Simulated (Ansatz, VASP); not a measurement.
One calculation of Ca, two programs

```
Ca
1.0
     3.79596    0.00000    0.00000
    -1.89798    3.28740    0.00000
     0.00000    0.00000    6.23313
Ca
2
Cartesian
  0.0000 2.1916 1.5583
  1.8980 1.0958 4.6748
```

Alike in both runs: task single point; functional revPBE; k mesh 10 × 10 × 6; occupations fermi-dirac, width 0.1 eV; no spin polarisation.

|  | VASP | Ansatz |
| --- | --- | --- |
| version | VASP 6.6.1 | Ansatz 0.2.0 |
| potentials or method | VASP PAW PBE potentials, release 64 (Ca_sv) | plane waves (420 eV) with PAW, scalar-relativistic |
| plane-wave cutoff (eV) | 520 | 420 |
| valence electrons in the cell | 20 | 20 |

VASP gave:

| Property | Result |
| --- | --- |
| pressure (GPa) | 2.6 |
| largest component of the traceless stress (GPa) | 0.16 |

Estimate Ansatz's values.

pressure (GPa): 2.6; largest component of the traceless stress (GPa): 0.15.

Caveats: the PAW data sets were made with another functional, which shifts forces and pressure a little (VASP).
